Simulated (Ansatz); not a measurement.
# A series in volume per atom on Re

All results are calculated (Ansatz 0.2.0). Periodic Kohn-Sham DFT of a crystal at fixed atoms; pressure and stress are positive in compression; the energy is the free energy less that of spherical unpolarised free atoms; site moments are those in the method's own spheres, positive along +z.

Cell of the first row (space group P6_3/mmc, No. 194):
```
Re
1.0
      2.5677     0.0000     0.0000
     -1.2839     2.2237     0.0000
      0.0000     0.0000     4.1057
Re
2
Direct
  0.33333 0.66667 0.25000
  0.66667 0.33333 0.75000
```

Settings of every row: method frozen-core PAW; functional PBE; relativity scalar; k mesh 18x18x10; filling fermi-dirac; smearing width 0.05 eV; wave cutoff 420 eV; paw set soft_2.

Atom start moment: 0 on all atoms.

Limits: all rows lie far from zero pressure; cell far from its zero-pressure volume; no spin-orbit coupling on heavy atoms.

| row | volume per atom (Å³) | pressure (GPa) |
| --- | --- | --- |
| 1 | 11.722 | 149.865 |
| 2 | 11.966 | 131.414 |
| 3 | 12.21 | ? |
| 4 | 12.454 | 99.146 |
| 5 | 12.698 | 85.029 |

Question: what pressure should row 3 give?

Worked fit of pressure. Take u = (V_r/V)^(2/3) − 1 with V_r = 12.21 Å³ an atom, which is twice the finite (Eulerian) strain; such expansions in the strain, on which the Birch-Murnaghan equation of state is built, carry the rest volume and the bulk modulus. The shown rows have u = 0.02756, 0.01355, -0.0131, -0.02579. Least squares give pressure = 114.5526 + 1210.542 × u + 2559.8 × u² GPa; a straight line predicts inner rows, each left out in turn, worse (root mean square 1.1 against 0.03 GPa). The rows lie off it by 0.006, -0.011, 0.012, -0.006 (root mean square 0.0092 GPa). The withheld row has u = 0, so the fit gives 114.5526 + 1210.542 × (0) + 2559.8 × (0)² = 114.553 GPa.

The calculation gave 114.563 GPa. The fit lies 0.010 GPa (0.015 % of the column's range) below it; its largest miss of a shown row is 0.012 GPa.
